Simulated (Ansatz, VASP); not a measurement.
# Two plane-wave programs on Cd2S

The input INCAR:

```
SYSTEM = Cd2S
ALGO = Normal ; EDIFF = 1E-7
ENCUT = 520 ; GGA = PS
ISIF = 2 ; ISMEAR = -1
LASPH = .TRUE. ; LCHARG = .TRUE.
LELF = .TRUE. ; LREAL = .FALSE.
LVHAR = .TRUE. ; LWAVE = .FALSE.
NBANDS = 22 ; NELM = 100
PREC = Accurate ; SIGMA = 0.05
```

KPOINTS

```
k-points
0
G
  8 8 5
  0 0 0
```

The input POSCAR:

```
Cd2S
1.0
    3.9360741467      0.0000000000      0.0000000000
   -1.9680370733      3.4087402022      0.0000000000
    0.0000000000      0.0000000000      5.7702029595
Cd S
2 1
Direct
    0.3333333333      0.6666666667      0.9327170000
    0.6666666667      0.3333333333      0.5787350000
    0.3333333333      0.6666666667      0.3657050000
```

Contents of input.yaml:

```yaml
crystal:
  lattice:
    - [3.9360741467, 0.0, 0.0]
    - [-1.9680370733, 3.4087402022, 0.0]
    - [0.0, 0.0, 5.7702029595]
  atoms:
    - { symbol: Cd, position: [0.3333333333, 0.6666666667, 0.932717] }
    - { symbol: Cd, position: [0.6666666667, 0.3333333333, 0.578735] }
    - { symbol: S, position: [0.3333333333, 0.6666666667, 0.365705] }
hamiltonian:
  xc: pbesol
  pseudopotentials: { kind: paw }
kpoints:
  mp_grid: { grid: [8, 8, 5] }
scf:
  occupations: { method: fermi_dirac, width: 0.05 }
output:
  forces: true
  stress: true
  eigenvalues: true
```

The cell comes from a database or a generator and needn't be the stable form of this composition.

Alike in both runs: task single point; functional PBEsol; k mesh 8 × 8 × 5; occupations fermi-dirac, width 0.05 eV; no spin polarisation.

```csv
,VASP,Ansatz
version,VASP 6.6.1,Ansatz 0.2.0
potentials or method,"VASP PAW PBE potentials, release 64 (Cd, S)",Ansatz PAW
plane-wave cutoff (eV),520,420
valence electrons in the cell,30,46
```

VASP gave:

```
gap on the k mesh at the Fermi level (eV)       : 0.21
least direct gap on the mesh (eV)               : 0.57
pressure (GPa)                                  : -1.9
largest component of the traceless stress (GPa) : 0.18
rms of the force components (eV/Å)              : 0.032
```

Q: Estimate Ansatz's values.

A: gap on the k mesh at the Fermi level (eV): 0.21; least direct gap on the mesh (eV): 0.57; pressure (GPa): -2.2; largest component of the traceless stress (GPa): 0.27; rms of the force components (eV/Å): 0.036.

Atom by atom the forces differ by 0.012 eV/Å (rms over components). The functional is the same, so the differences come from potentials, cutoffs and numerics. The two sets of potentials don't hold the same shells in valence.

Caveats: the PAW data sets were made with another functional, which shifts forces and pressure a little (VASP); an odd mesh through Γ misses points on the zone boundary, where band edges often lie (VASP); odd divisions of the mesh miss points on the zone boundary, where band edges often lie, so the gap on the mesh can be too wide (Ansatz); the PAW data sets come from PBE, with cores solved anew for the run's functional, which leaves a small shift of forces and pressure (Ansatz).
